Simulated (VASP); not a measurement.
Si: band structure with PBE

The system is Si.

```xyz
2
Lattice="0.0000 2.7342 2.7342 2.7342 0.0000 2.7342 2.7342 2.7342 0.0000" Properties=species:S:1:pos:R:3 pbc="T T T"
Si    4.1014    4.1014    4.1014
Si    2.7342    2.7342    2.7342
```

| Property | Result |
| --- | --- |
| Program | VASP 6.6.1 |
| Task | band structure |
| Functional | PBE |
| Potentials or basis | VASP PAW PBE potentials, release 64 (Si) |
| Cutoff | 520 eV |
| k mesh | 14 × 14 × 14 |
| Occupations | gaussian, width 0.02 eV |
| Spin | no spin polarisation |
| Further INCAR settings | ALGO = Fast; EDIFF = 1e-07 |

| Item | Value |
| --- | --- |
| Pressure | 0.0 GPa |
| Band gap on the k mesh | 0.61 eV, indirect (least direct gap 2.56 eV) |
| Band gap along the path | 0.61 eV, indirect (least direct gap 2.56 eV) |

Levels at the corners of the path, in eV from the valence-band top:
| point | band 2 | band 3 | band 4 | band 5 | band 6 | band 7 |
| --- | --- | --- | --- | --- | --- | --- |
| Γ | 0.00 | 0.00 | 0.00 | 2.56 | 2.56 | 2.56 |
| X | -7.75 | -2.79 | -2.79 | 0.75 | 0.75 | 9.94 |
| X | -7.75 | -2.79 | -2.79 | 0.75 | 0.75 | 9.94 |
| W | -7.59 | -3.76 | -3.76 | 4.27 | 4.27 | 4.93 |
| W | -7.59 | -3.76 | -3.76 | 4.27 | 4.27 | 4.93 |
| K | -7.16 | -4.20 | -2.38 | 1.23 | 4.11 | 7.38 |
| K | -7.16 | -4.20 | -2.38 | 1.23 | 4.11 | 7.38 |
| Γ | 0.00 | 0.00 | 0.00 | 2.56 | 2.56 | 2.56 |
| Γ | 0.00 | 0.00 | 0.00 | 2.56 | 2.56 | 2.56 |
| L | -6.87 | -1.18 | -1.18 | 1.47 | 3.35 | 3.35 |
| L | -6.87 | -1.18 | -1.18 | 1.47 | 3.35 | 3.35 |
| U | -7.16 | -4.20 | -2.38 | 1.23 | 4.11 | 7.38 |
| U | -7.16 | -4.20 | -2.38 | 1.23 | 4.11 | 7.38 |
| W | -7.59 | -3.76 | -3.76 | 4.27 | 4.27 | 4.93 |
| W | -7.59 | -3.76 | -3.76 | 4.27 | 4.27 | 4.93 |
| L | -6.87 | -1.18 | -1.18 | 1.47 | 3.35 | 3.35 |
| L | -6.87 | -1.18 | -1.18 | 1.47 | 3.35 | 3.35 |
| K | -7.16 | -4.20 | -2.38 | 1.23 | 4.11 | 7.38 |
| U | -7.16 | -4.20 | -2.38 | 1.23 | 4.11 | 7.38 |
| X | -7.75 | -2.79 | -2.79 | 0.75 | 0.75 | 9.94 |

Run time: 44 s on 1 thread of Intel(R) Xeon(R) Platinum 8488C (Sapphire Rapids) (shared host), peak memory 0.19 GiB.
